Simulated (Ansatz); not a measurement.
A nudged elastic band was laid between two geometries of a periodic cell of 39 atoms, Al16O23 (host Al2O3, host structure R-3c, one O atom removed), cell charge +2.

Computed with DFT PBEsol, scalar-relativistic, plane waves, PAW in Ansatz. Settings: PAW set soft_1, cutoff 420 eV, k mesh 2x2x2, gaussian smearing 0.05 eV, no spin polarisation.

- movable images: 5
- climbing image: yes
- spring: 5.0 eV/Å²
- optimiser: quadratic models (default)
- start path: IDPP
- force threshold: 0.03 eV/Å
- iteration limit: 52
- end points: relaxed

Image 0:

```xyz
39
Lattice="-4.7537 -2.7445 4.3242 4.7537 -2.7445 4.3242 0.0000 5.4891 4.3242" Properties=species:S:1:pos:R:3
Al -0.013 -0.005 4.625
Al 0.200 0.006 2.038
Al -0.088 -0.021 8.421
Al -0.002 -0.022 11.068
O -0.937 1.377 7.565
O -0.712 -1.522 7.566
O 1.539 0.133 7.519
O 1.013 -1.439 5.386
O 0.713 1.498 5.404
O -1.649 -0.104 5.403
Al 0.010 -2.770 8.900
Al 0.008 -2.771 6.232
Al 0.006 2.743 4.071
Al -0.011 2.733 6.737
O 3.784 1.368 7.603
O -0.758 1.231 3.185
O -3.111 0.122 7.567
O -3.825 -1.387 5.399
O 0.707 -1.272 9.725
O 3.107 -0.230 5.422
Al -2.387 1.391 8.878
Al -2.398 1.385 6.254
Al 2.334 -1.275 3.970
Al 2.305 -1.292 6.838
O 1.482 0.100 3.289
O 1.680 2.639 7.623
O -0.735 -4.055 7.618
O -1.471 -0.002 9.729
O -1.638 -2.627 5.407
O 0.716 4.026 5.427
Al 2.262 1.196 8.770
Al 2.378 1.376 6.183
Al -2.366 -1.387 4.064
Al -2.324 -1.313 6.711
O 1.492 -2.769 7.514
O -3.110 2.631 7.566
O -0.709 -1.226 3.205
O -1.477 2.759 5.381
O 0.727 1.242 9.733
```

Image 6:

Only the atoms that move by more than 0.05 Å are listed.
```
Al1 0.011 0.023 4.577
Al2 0.014 0.021 1.910
Al3 -0.007 0.008 8.396
O7 1.684 0.101 7.510
O8 1.017 -1.310 5.423
Al11 0.204 -2.755 8.771
Al12 -0.009 -2.744 6.184
Al14 -0.084 2.762 6.713
O15 3.788 1.373 7.530
O16 -0.731 1.306 3.191
O20 3.111 -2.519 5.387
Al23 2.309 -1.457 3.971
Al24 2.338 -1.474 6.839
O25 1.496 0.020 3.295
O26 1.543 2.607 7.614
O27 -0.754 -3.980 7.624
Al31 2.382 1.365 8.950
Al32 2.266 1.544 6.363
Al33 -2.320 -1.436 4.098
Al34 -2.362 -1.362 6.745
O35 1.486 -2.849 7.520
```

Q: What changes between the two ends?

A: Contacts lost: Al11–O20, O20–Al32. Contacts made: Al2–O20, O20–Al31. The atom that moves furthest is O20, by 2.29 Å.

Q: What energy profile does the band end with?

A: The forces met the threshold. The highest image is number 3 of 0 to 6, 1.08 eV above the ends, which have the same energy within 2 meV. By the program's own check the climbing image is a first-order saddle point (lowest curvatures found: -2.14 and 4.64 eV/Å²). Limits of this set-up: PAW files made for another functional, charged cell in a uniform background, uncorrected.

```json
{"image": "0", "path coordinate (Å)": "0.00", "energy (eV)": "0.00", "Al11–O20 (Å)": "1.87", "O20–Al32 (Å)": "1.92", "Al2–O20 (Å)": "3.25"}
{"image": "1", "path coordinate (Å)": "0.44", "energy (eV)": "0.39", "Al11–O20 (Å)": "1.86", "O20–Al32 (Å)": "2.37", "Al2–O20 (Å)": "2.90"}
{"image": "2", "path coordinate (Å)": "0.88", "energy (eV)": "0.88", "Al11–O20 (Å)": "1.91", "O20–Al32 (Å)": "2.85", "Al2–O20 (Å)": "2.50"}
{"image": "3", "path coordinate (Å)": "1.31", "energy (eV)": "1.08", "Al11–O20 (Å)": "2.11", "O20–Al32 (Å)": "3.27", "Al2–O20 (Å)": "2.11"}
{"image": "4", "path coordinate (Å)": "1.75", "energy (eV)": "0.88", "Al11–O20 (Å)": "2.50", "O20–Al32 (Å)": "3.64", "Al2–O20 (Å)": "1.91"}
{"image": "5", "path coordinate (Å)": "2.19", "energy (eV)": "0.39", "Al11–O20 (Å)": "2.90", "O20–Al32 (Å)": "3.92", "Al2–O20 (Å)": "1.86"}
{"image": "6", "path coordinate (Å)": "2.63", "energy (eV)": "0.00", "Al11–O20 (Å)": "3.25", "O20–Al32 (Å)": "3.74", "Al2–O20 (Å)": "1.87"}
```

Q: What is the geometry of the highest image?

A: 
```xyz
39
Lattice="-4.7537 -2.7445 4.3242 4.7537 -2.7445 4.3242 0.0000 5.4891 4.3242" Properties=species:S:1:pos:R:3
Al 0.005 0.030 4.631
Al 0.069 0.138 1.985
Al -0.087 -0.048 8.395
Al 0.021 -0.028 11.031
O -0.934 1.370 7.567
O -0.746 -1.577 7.635
O 1.602 0.115 7.478
O 0.933 -1.374 5.404
O 0.734 1.534 5.441
O -1.617 -0.112 5.439
Al 0.069 -2.887 8.825
Al 0.005 -2.778 6.178
Al 0.021 2.769 4.103
Al -0.087 2.788 6.738
O 3.758 1.370 7.567
O -0.731 1.277 3.352
O -3.110 0.117 7.580
O -3.708 -1.374 5.405
O 0.683 -1.332 9.710
O 3.363 -1.375 5.405
Al -2.403 1.399 8.875
Al -2.403 1.342 6.258
Al 2.327 -1.361 3.937
Al 2.328 -1.388 6.873
O 1.487 0.069 3.300
O 1.602 2.625 7.655
O -0.732 -4.026 7.457
O -1.485 -0.018 9.720
O -1.617 -2.637 5.370
O 0.683 4.072 5.423
Al 2.279 1.167 8.806
Al 2.279 1.574 6.327
Al -2.325 -1.403 4.083
Al -2.325 -1.346 6.726
O 1.487 -2.818 7.509
O -3.110 2.623 7.553
O -0.746 -1.172 3.174
O -1.485 2.759 5.413
O 0.734 1.206 9.693
```

The run took 15 min on 2 threads of Arm Neoverse V1, on a shared host, peak memory 1.8 GiB.
